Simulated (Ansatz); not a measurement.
**SiO2: strain energy, fitted**

SiO2, I-42d, a = 4.949 Å, c = 7.318 Å. This isn't the usual stable structure of the compound. Ansatz: r2SCAN, PAW, 500 eV, Γ-centred 6×6×4 mesh on 12 atoms, Gaussian smearing 0.02 eV; no spin polarisation. Series: uniaxial strain along c, with a, b and atoms relaxed; x is the strain in per cent. y is the free energy over the unstrained cell, V0 = 14.935 Å³/atom.

| x (%) | y (meV/atom) |
| --- | --- |
| -3.0 | ? |
| -1.5 | 0.78 |
| 0.0 | 0.00 |
| 1.5 | 0.93 |
| 3.0 | 3.66 |

Question: Fit y = c2 x² + c3 x³ to the other rows, turn c2 into a modulus, and predict the missing energy.

Answer: Least squares on the rows shown. y = 0.3722 x² + 0.01182 x³. In eV per unit strain² c2 is 3.722; this is Young's modulus along the axis (E = ½ Y V0 ε²): 2 × 3.722 × 160.2 / (14.935) = 80 GPa. At x = -3.0 the fit asked for gives 3.03 meV/atom. The run gave 3.13 meV/atom, so the fit is 0.10 meV/atom too low, a small miss on the scale of the series. The form still works here, 33 % of the fitted range beyond its end.

1 further run of this set didn't finish or converge.